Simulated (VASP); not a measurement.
# TiO: relaxation of cell and atoms with rev-vdW-DF2

The system is TiO.

```
CELL_PARAMETERS angstrom
3.00939 0.00000 0.00000
0.00000 3.00939 0.00000
0.00000 0.00000 3.68042
ATOMIC_POSITIONS crystal
Ti 0.00000 0.00000 0.00000
O 0.00000 0.00000 0.50000
```

The cell was built by a generator and needn't be a form met in nature.

```json
{"Program": "VASP 6.6.1", "Task": "relaxation of cell and atoms", "Functional": "rev-vdW-DF2", "Potentials or basis": "VASP PAW PBE potentials, release 64 (Ti_sv, O)", "Cutoff": "600 eV", "k mesh": "9 × 9 × 7", "Occupations": "fermi-dirac, width 0.05 eV", "Spin": "no spin polarisation", "Further INCAR settings": "ALGO = Normal; EDIFF = 1e-06; IBRION = 2; EDIFFG = -0.01; NSW = 40; ISIF = 3"}
```

The relaxed volume is 16.16 Å³/atom and the relaxed cell is a = 2.964 Å, b = 2.964 Å, c = 3.678 Å, α = 90.00°, β = 90.00°, γ = 90.00°. The space group after relaxing (to 0.05 Å) is P4/mmm (No. 123). The energy gained by relaxing is 2.6 meV/atom. The ionic steps are 13 and the pressure after relaxing is 0.0 GPa. The band gap on the k mesh is none (metal or under the smearing width).

Step by step:
```csv
step,energy change (eV),largest force (eV/Å),pressure (GPa),volume (Å³)
1,0.0000,0.0000,-1.15,33.33
2,-0.0039,0.0000,-0.27,32.76
3,-0.0048,0.0000,0.66,32.21
4,-0.0007,0.0000,-1.39,32.07
5,-0.0051,0.0000,0.24,32.18
6,-0.0052,0.0000,-0.02,32.29
7,-0.0052,0.0000,-0.02,32.30
8,-0.0052,0.0000,-0.01,32.32
9,-0.0052,0.0000,-0.21,32.37
10,-0.0052,0.0000,-0.15,32.34
11,-0.0052,0.0000,-0.14,32.33
12,-0.0051,0.0000,0.28,32.27
13,-0.0052,0.0000,0.00,32.31
```

Final structure:
```cif
data_structure
_symmetry_space_group_name_H-M 'P 1'
_symmetry_Int_Tables_number 1
_cell_length_a 2.9639
_cell_length_b 2.9639
_cell_length_c 3.6783
_cell_angle_alpha 90.000
_cell_angle_beta 90.000
_cell_angle_gamma 90.000
_cell_volume 32.31
loop_
_atom_site_label
_atom_site_type_symbol
_atom_site_fract_x
_atom_site_fract_y
_atom_site_fract_z
_atom_site_occupancy
Ti1 Ti 0.00000 0.00000 0.00000 1
O1 O 0.00000 0.00000 0.50000 1
```

Levels at points of the mesh, in eV from the Fermi level:
```tsv
k point	band 7	band 8	band 9	band 10	band 11	band 12
(0.00, 0.00, 0.00)	-2.65	-1.70	-1.70	-0.60	2.10	2.10
```

It took 2.9 min on 1 thread of Intel(R) Xeon(R) 6975P-C (Granite Rapids) (shared host), peak memory 0.31 GiB.

Caveat: the PAW data sets were made with another functional, which shifts forces and pressure a little; semilocal functionals often make such compounds metallic where correlation or magnetic order opens a gap, which also shifts bond lengths.
